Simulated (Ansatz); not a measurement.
## GaN: from supercell energies to defect levels (N vacancy)

Level of theory: Ansatz, DFT PBE, scalar-relativistic, plane waves, PAW. Run with 420 eV cutoff, 2×2×2 k-mesh, shifted by half a step, Gaussian smearing of 0.01 eV, collinear spin in charge 0, +2 alone.

Host crystal, relaxed:

```
Ga N
1.0
     3.21837    0.00000    0.00000
    -1.60919    2.78719    0.00000
     0.00000    0.00000    5.24317
Ga N
2 2
Direct
  0.66667 0.33333 0.49913
  0.33333 0.66667 0.99913
  0.66667 0.33333 0.87587
  0.33333 0.66667 0.37587
```

The N vacancy was set at (0.667, 0.333, 0.876) of the host cell, in a supercell of 36 sites (423 Å³), relaxed at fixed cell in each charge q, from a start with the atoms near it displaced at random. The host's Kohn–Sham gap is 1.71 eV and its static dielectric constant 10.9 (mean). For each charge: the supercell's free energy over the neutral one with q electrons exchanged at the valence band top, F(q) − F(0) + qE_v; the image-charge term; and the term that aligns the potential far from the defect with the host's.

```tsv
q	F(q) − F(0) + qE_v (eV)	image charge (eV)	alignment (eV)
+3	-2.824	2.260	-1.240
+2	-2.232	1.004	-0.676
+1	-2.079	0.251	-0.264
0	0.000	0.000	0.000
-1	2.078	0.251	0.125
```

Problem. Add the terms and find the levels between neighbouring charges, ε(q/q′) = [A(q′) − A(q)]/(q − q′), with and without the two corrections.

Solution. A(q): -1.804 eV for +3, -1.904 eV for +2, -2.092 eV for +1, 0.000 eV for 0, 2.454 eV for -1.
```tsv
level	corrected (eV over E_v)	uncorrected (eV)
(+3/+2)	-0.10	0.59
(+2/+1)	-0.19	0.15
(+1/0)	2.09	2.08
(0/-1)	2.45	2.08
```

As a check, a point charge in a simple cubic cell of this volume has q²αe²/(2εL) = 0.250 q² eV (e² = 14.40 eV Å, α = 2.837, L = 7.51 Å); the shape of the real cell and the anisotropy of ε can change it somewhat. The term grows as q², so it pushes donor levels down and acceptor levels up. The program doubts the alignment for q = +3, +2, so levels beside it are uncertain by about that term.

Problem. Which of these charges is lowest with the Fermi level at the valence band top, at mid-gap and at the conduction band bottom?

Solution. The line A(q) + qE_F that lies lowest gives the charge: +1 at E_F = 0.00 eV, +1 at E_F = 0.86 eV, +1 at E_F = 1.71 eV. The level (+3/+2) lies above (+2/+1), so charge +2 is never the lowest: a negative-U pattern, with a direct (+3/+1) level at -0.14 eV, outside this gap. (+3/+2) and (+2/+1) and (+1/0) and (0/-1) fall outside this Kohn–Sham gap, so the change of charge isn't reached within it; the real gap is usually wider and may hold a localised level, while a level that comes from a carrier in the host's bands only marks the band edge and moves with it. In charge 0 the extra carrier sits in the host's bands, sampled away from their edge; a term of -0.27 eV would put the level beside it at that edge (it also undoes corrections that don't apply to a spread carrier) and isn't included above. In charge -1 the extra carrier sits in the host's bands, sampled away from their edge; a term of -0.91 eV would put the level beside it at that edge (it also undoes corrections that don't apply to a spread carrier) and isn't included above. Charges beyond those computed could lie lower near the band edges.

Problem. The neutral defect forms at 3.53 eV with atoms taken from and returned to the elements. What are the formation energies at those three Fermi levels, and what share of sites would hold the defect at 1200 K with E_F at mid-gap, if the host still stood at that temperature?

Solution. E_f = E_f(0) + A(q) + qE_F = 1.43, 2.29, 3.14 eV. In the dilute limit the share is exp(−E_f/k_BT) = exp(−2.288/0.1034) = 2.4×10⁻¹⁰, leaving out degeneracy and vibrational entropy. This is the N-rich limit; a poorer supply of N lowers E_f, in a binary host by up to its heat of formation per N atom. The small cell and the narrow Kohn–Sham gap leave errors of tenths of an eV or more, which change the share by orders of magnitude.

The nitrogen vacancy comes out as a single donor, with +1 the lowest of the computed charges throughout the Kohn–Sham gap. Removing N leaves three electrons in the four surrounding Ga dangling bonds. Two fill the symmetric, bonding-like combination, while the third would have to enter states at or above the conduction band edge and is given up to the host.

Going to +3 empties the symmetric state. The Ga neighbours then lose their mutual bonding and probably move outward, which would favour removing the electrons as a pair. The order of the levels hints at this, but their small separation doesn't establish negative-U behaviour. More accurate calculations usually find +3 stable in strongly p-type GaN; its absence here probably reflects the finite-size terms and the semilocal valence band position.

The formation energy rises from 1.43 to 3.14 eV across the gap, so the vacancy should compensate acceptors more readily than it supplies electrons to n-type material.
